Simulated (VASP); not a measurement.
Here is a VASP 6.6.1 calculation.

File INCAR:

```
PREC     = Accurate       # precision mode
ENCUT    = 600            # plane-wave cutoff, eV
EDIFF    = 1E-6           # SCF threshold, eV
ISMEAR   = 0              # smearing method
SIGMA    = 0.03           # smearing width, eV
LREAL    = False          # projectors in reciprocal space
LASPH    = True           # aspherical terms in the spheres
NELM     = 80             # most SCF steps
ALGO     = Normal         # electronic algorithm
ISIF     = 3              # what is computed and relaxed
LWAVE    = False          # write WAVECAR
LCHARG   = False          # write CHGCAR
GGA      = PE             # functional
IBRION   = 2              # ionic algorithm
NSW      = 90             # ionic steps
EDIFFG   = -0.01          # ionic threshold
```

The input KPOINTS:

```
Automatic mesh
0
Gamma
  9 9 5
```

Contents of POSCAR:

```
HfS2
1.0
    3.6396641800      0.0000000000      0.0000000000
   -1.8198320900      3.1520416411      0.0000000000
    0.0000000000      0.0000000000      6.0555624700
Hf S
1 2
Direct
    0.0000000000      0.0000000000      0.0000000000
    0.6666666700      0.3333333300      0.7639520500
    0.3333333300      0.6666666700      0.2360479500
```

Potentials or basis: VASP PAW PBE potentials, release 64 (Hf_pv, S).

Run with:

```sh
$ cat potpaw_PBE.64/Hf_pv/POTCAR potpaw_PBE.64/S/POTCAR > POTCAR
$ mpirun -np 1 vasp_std > vasp.out
```

Task: Predict the band gap on the k mesh.

Result: 1.26 eV, indirect (least direct gap 2.08 eV).

Task: What does it give for the space group after relaxing (to 0.05 Å)?

Result: P-3m1 (No. 164).

The path:
```tsv
step	energy change (eV)	largest force (eV/Å)	pressure (GPa)	volume (Å³)
1	0.0000	0.1498	1.32	69.47
2	0.0011	0.2898	-1.53	71.40
3	-0.0046	0.0618	-0.08	70.38
4	-0.0061	0.0777	0.00	70.45
5	-0.0074	0.1254	0.23	70.66
6	-0.0075	0.1131	0.17	70.62
7	-0.0089	0.1019	0.17	70.90
8	-0.0125	0.0640	0.19	71.76
9	-0.0168	0.0156	0.27	73.50
10	-0.0159	0.2004	0.63	76.99
11	-0.0176	0.1272	0.51	75.43
12	-0.0185	0.0775	0.19	75.98
13	-0.0189	0.0215	-0.17	76.63
14	-0.0192	0.0148	-0.15	76.67
15	-0.0197	0.0076	-0.06	76.81
16	-0.0198	0.0146	-0.04	76.85
17	-0.0198	0.0157	-0.03	76.85
18	-0.0198	0.0174	-0.02	76.86
19	-0.0198	0.0073	0.01	76.84
```

Caveat: spin-orbit coupling is left out, which moves the levels of the heavy elements; an odd mesh through Γ misses points on the zone boundary, where band edges often lie; this functional lacks dispersion, which binds the layers, so the pressure and a relaxed spacing across them are unreliable. A hybrid or GW would open this gap; PBE tends to underestimate it.
